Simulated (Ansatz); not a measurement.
# Cu under changes of volume

One of the cells (11.994 Å³/atom); the others are scaled copies at fixed shape and fractional positions:

```xyz
2
Lattice="1.2185 -3.9764 0.0000 1.2185 3.9764 0.0000 0.0000 0.0000 2.4755" Properties=species:S:1:pos:R:3 pbc="T T T"
Cu    1.2185   -2.9118    1.8566
Cu    1.2185    2.9118    0.6189
```

This isn't the form of Cu at room conditions, which is fcc.

* Program: Ansatz 0.2.0
* Functional: LDA
* Potentials or basis: Ansatz PAW
* Cutoff: 420 eV (not typed: the program's choice for these potentials)
* k mesh: 11 × 11 × 11
* Occupations: fermi-dirac, width 0.05 eV
* Spin: no spin polarisation

| volume (Å³/atom) | energy over the lowest point (meV/atom) | pressure (GPa) | largest force (eV/Å) |
| --- | --- | --- | --- |
| 11.274 | 0.41 | 2.2 | 0.041 |
| 11.514 | 0.00 | -1.5 | 0.011 |
| 11.754 | 4.74 | -4.7 | 0.017 |
| 11.994 | ? | ? | ? |
| 12.234 | 27.30 | -10.1 | 0.066 |
| 12.474 | 44.09 | -12.3 | 0.087 |
| 12.714 | 63.96 | -14.2 | 0.107 |

Task: What does the run at 11.994 Å³/atom give?

Result: Energy over the lowest point 14.03 meV/atom; pressure -7.6 GPa; largest force 0.042 eV/Å.

Worked out: A Birch-Murnaghan fit of order 3 (a polynomial in V^(-2/3)) to the other rows has its minimum at 11.41 Å³/atom with B0 = V·E''(V) = 173 GPa and B' = 5.1 at fixed shape and positions, which overstates the stiffness. It gives 14.02 meV/atom at 11.994 Å³/atom, against the run's 14.03, and -dE/dV = -7.6 GPa, against -7.6.

Energies are extrapolated to zero smearing.

Caveats: the PAW data sets come from PBE, with cores solved anew for the run's functional, which leaves a small shift of forces and pressure.
